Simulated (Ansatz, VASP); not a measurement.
## One calculation of HgTe, two programs

```
Hg Te
1.0
     0.00000    2.83385    2.92150
     2.83385    0.00000    2.92150
     2.83385    2.83385    0.00000
Hg Te
1 1
Direct
  0.00000 0.00000 0.00000
  0.50000 0.50000 0.50000
```

Change from the starting cell: equal xx and yy strain of -3 %.

Alike in both runs: task single point; functional PBE; k mesh 10 × 10 × 10; occupations fermi-dirac, width 0.08 eV; no spin polarisation.

|  | VASP | Ansatz |
| --- | --- | --- |
| version | VASP 6.6.1 | Ansatz 0.2.0 |
| potentials or method | VASP PAW PBE potentials, release 64 (Hg, Te), cutoff 520 eV | all-electron LAPW, scalar-relativistic |

|  | VASP | Ansatz | Ansatz less VASP |
| --- | --- | --- | --- |
| pressure (GPa) | 17.8 | 17.4 | -0.35 |
| largest component of the traceless stress (GPa) | 3.78 | 3.70 | -0.081 |

Ansatz ran all-electron here, so the differences hold the error of VASP's frozen core and of both bases.

Caveats: so large a pressure means that the cell lies far from this level's equilibrium, or that cutoff or potentials fall short (VASP). The runs have no spin-orbit coupling, so splittings on Hg, Te are missing.
